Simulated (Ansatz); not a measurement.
**TiCo3: convergence and cost**

This session on TiCo3 sets out to test the occupation rule and width.

Program: Ansatz 0.2.0. Level of theory: DFT r2SCAN, scalar-relativistic, plane waves, PAW. These are calculated values, not measurements.

1 further run of the same task is left out (it didn't finish).

### Step 1. The system as given

It takes space group Pm-3m (No. 221, cubic). Conventional cell: a = 3.614 Å, b = 3.614 Å, c = 3.614 Å, α = 90.00°, β = 90.00°, γ = 90.00°. Ti (site symmetry m-3m) has 12 Co at 2.56 Å as nearest neighbours. Co (site symmetry 4/mmm) is surrounded by 4 Ti at 2.56 Å and 8 Co at 2.56 Å.

As a file:

```xyz
4
Lattice="3.6140 0.0000 0.0000 0.0000 3.6140 0.0000 0.0000 0.0000 3.6140" Properties=species:S:1:pos:R:3 pbc="T T T"
Ti    0.0000    0.0000    0.0000
Co    0.0000    1.8070    1.8070
Co    1.8070    0.0000    1.8070
Co    1.8070    1.8070    0.0000
```

The structure comes from the Crystallography Open Database; it is used as listed.

### Step 2. The base run, which the others are set against

Contents of input.yaml:

```yaml
crystal:
  lattice:
    - [3.614, 0.0, 0.0]
    - [0.0, 3.614, 0.0]
    - [0.0, 0.0, 3.614]
  atoms:
    - { symbol: Ti, position: [0.0, 0.0, 0.0], spin: -0.76 }
    - { symbol: Co, position: [0.0, 0.5, 0.5], spin: 1.46 }
    - { symbol: Co, position: [0.5, 0.0, 0.5], spin: 1.46 }
    - { symbol: Co, position: [0.5, 0.5, 0.0], spin: 1.46 }
basis:
  ecutwfc: 500
kpoints:
  mp_grid: { grid: [12, 12, 12] }
hamiltonian:
  xc: r2scan
scf:
  occupations: { method: gaussian, width: 0.1 }
output:
  forces: true
  stress: true
  eigenvalues: true
  populations: true
  write_density: true
  write_potential: true
  elf: true
  volumetric_format: npy
magnetization:
  spin_polarized: true
```

It was run beforehand and gave: -4474.9207 eV/atom at zero smearing, pressure -4.27 GPa, largest force 0.000 eV/Å, no gap on the mesh, site moments Ti -0.68, Co +1.35 (×3) μB, in 20 SCF cycles and 3.6 min.

### Step 3. Occupation rule and width: Gaussian 0.01 eV

Contents of input.yaml:

```yaml
crystal:
  lattice:
    - [3.614, 0.0, 0.0]
    - [0.0, 3.614, 0.0]
    - [0.0, 0.0, 3.614]
  atoms:
    - { symbol: Ti, position: [0.0, 0.0, 0.0], spin: -0.74 }
    - { symbol: Co, position: [0.0, 0.5, 0.5], spin: 1.48 }
    - { symbol: Co, position: [0.5, 0.0, 0.5], spin: 1.48 }
    - { symbol: Co, position: [0.5, 0.5, 0.0], spin: 1.48 }
basis:
  ecutwfc: 500
kpoints:
  mp_grid: { grid: [12, 12, 12] }
hamiltonian:
  xc: r2scan
scf:
  occupations: { method: gaussian, width: 0.01 }
output:
  forces: true
  stress: true
  eigenvalues: true
  populations: true
magnetization:
  spin_polarized: true
```

Launch:

```console
> ansatz run input.yaml --threads 1 --pin off --max-ram 2560MiB --backend cpu --events-out ev --progress --plain --runs-dir out
```

### Step 4. Occupation rule and width set to Gaussian 0.05 eV

input.yaml, as its differences from that of step 3:

```diff
@@ -17,3 +17,3 @@
 scf:
-  occupations: { method: gaussian, width: 0.01 }
+  occupations: { method: gaussian, width: 0.05 }
 output:
```

### Step 5. Occupation rule and width: Gaussian 0.3 eV

input.yaml, as its differences from that of step 4:

```diff
@@ -17,3 +17,3 @@
 scf:
-  occupations: { method: gaussian, width: 0.05 }
+  occupations: { method: gaussian, width: 0.3 }
 output:
```

### Step 6. Occupation rule and width set to Fermi–Dirac 0.01 eV

input.yaml, as its differences from that of step 5:

```diff
@@ -17,3 +17,3 @@
 scf:
-  occupations: { method: gaussian, width: 0.3 }
+  occupations: { method: fermi_dirac, width: 0.01 }
 output:
```

### Step 7. Occupation rule and width: Fermi–Dirac 0.02 eV

input.yaml, as its differences from that of step 6:

```diff
@@ -17,3 +17,3 @@
 scf:
-  occupations: { method: fermi_dirac, width: 0.01 }
+  occupations: { method: fermi_dirac, width: 0.02 }
 output:
```

(Steps that only read results are left out.)

**Question.** What does this series show? Wanted: largest energy shift, occupation rule and width.

The runs gave:

| quantity | value |
| --- | --- |
| largest energy shift, occupation rule and width | -0.84 meV/atom at Gaussian 0.3 |

In words: Smearing shifts the free energy by as much as 15.9 meV/atom (Gaussian 0.3); extrapolating to zero width leaves 0.84 at most. For the widths that shift F most, the extrapolation takes out most of the shift. The magnetic state reached may not be the lowest one.
